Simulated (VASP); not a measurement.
# BaZrO$_{3}$ in VASP 6.6.1, single-point calculation

INCAR

```
ISMEAR = 1
NBANDS = 28
LASPH = .TRUE.
NSW = 0
SIGMA = 0.1
LCHARG = .FALSE.
GGA = PE
LWAVE = .FALSE.
ISIF = 2
EDIFF = 1E-7
LREAL = .FALSE.
PREC = Accurate
IBRION = -1
NELM = 77
ENCUT = 520
```

KPOINTS

```
KPOINTS created by Atomic Simulation Environment
0
Gamma
6 6 6
0 0 0
```

POSCAR

```
Ba Zr O
 1.0000000000000000
     4.2053549142000000    0.0000000000000000    0.0000000000000000
     0.0000000000000000    4.2053549142000000    0.0000000000000000
     0.0000000000000000    0.0000000000000000    4.1633013650999997
 Ba  Zr  O
   1   1   3
Cartesian
  0.0000000000000000  0.0000000000000000  0.0000000000000000
  2.1026774571000004  2.1026774571000004  2.0816506825499999
  2.1026774571000004  2.1026774571000004  0.0000000000000000
  2.1026774571000004  0.0000000000000000  2.0816506825499999
  0.0000000000000000  2.1026774571000004  2.0816506825499999
```

The recommended PBE PAW datasets give the neutral cell 40 valence electrons.

Command

```
mpirun -np 1 vasp_std
```

Q: How does this run end, and what does it give?

A: It converged. Results: gap between bands v and c on the k mesh 3.15 eV; least direct gap on the k mesh 3.37 eV; pressure 5.1 GPa. Band v is the last that the valence electrons fill when counted band by band, and c is the next.

OSZICAR

```
N       E                     dE             d eps       ncg     rms          rms(c)
DAV:   1     0.306765294210E+03    0.30677E+03   -0.21807E+04  2240   0.140E+03
DAV:   2    -0.286916255710E+02   -0.33546E+03   -0.32552E+03  2772   0.351E+02
DAV:   3    -0.486901242661E+02   -0.19998E+02   -0.19920E+02  3512   0.804E+01
DAV:   4    -0.492438070557E+02   -0.55368E+00   -0.55274E+00  3156   0.106E+01
DAV:   5    -0.492540632998E+02   -0.10256E-01   -0.10255E-01  3100   0.117E+00    0.289E+01
DAV:   6    -0.417733100418E+02    0.74808E+01   -0.38015E+01  2640   0.383E+01    0.128E+01
DAV:   7    -0.416948700646E+02    0.78440E-01   -0.27123E+00  3168   0.905E+00    0.777E+00
DAV:   8    -0.416845894028E+02    0.10281E-01   -0.33880E-01  2636   0.423E+00    0.700E-01
DAV:   9    -0.416805488033E+02    0.40406E-02   -0.61231E-02  3052   0.136E+00    0.520E-01
DAV:  10    -0.416821720659E+02   -0.16233E-02   -0.15867E-02  3076   0.102E+00    0.251E-01
DAV:  11    -0.416817983344E+02    0.37373E-03   -0.18568E-03  2796   0.348E-01    0.389E-02
DAV:  12    -0.416818427420E+02   -0.44408E-04   -0.13405E-04  2780   0.780E-02    0.269E-02
DAV:  13    -0.416818533721E+02   -0.10630E-04   -0.23361E-05  2724   0.308E-02    0.574E-03
DAV:  14    -0.416818534702E+02   -0.98134E-07   -0.47252E-06  3024   0.139E-02    0.957E-03
DAV:  15    -0.416818533537E+02    0.11656E-06   -0.12326E-06  2776   0.822E-03    0.553E-04
DAV:  16    -0.416818534126E+02   -0.58886E-07   -0.49453E-08  1580   0.159E-03
   1 F= -.41681853E+02 E0= -.41682054E+02  d E =0.601255E-03
```

For comparison, a separate PBE run of the intended cell, on usual settings and not on those above, gives a gap of 3.15 eV on its mesh and a pressure of 5.1 GPa.
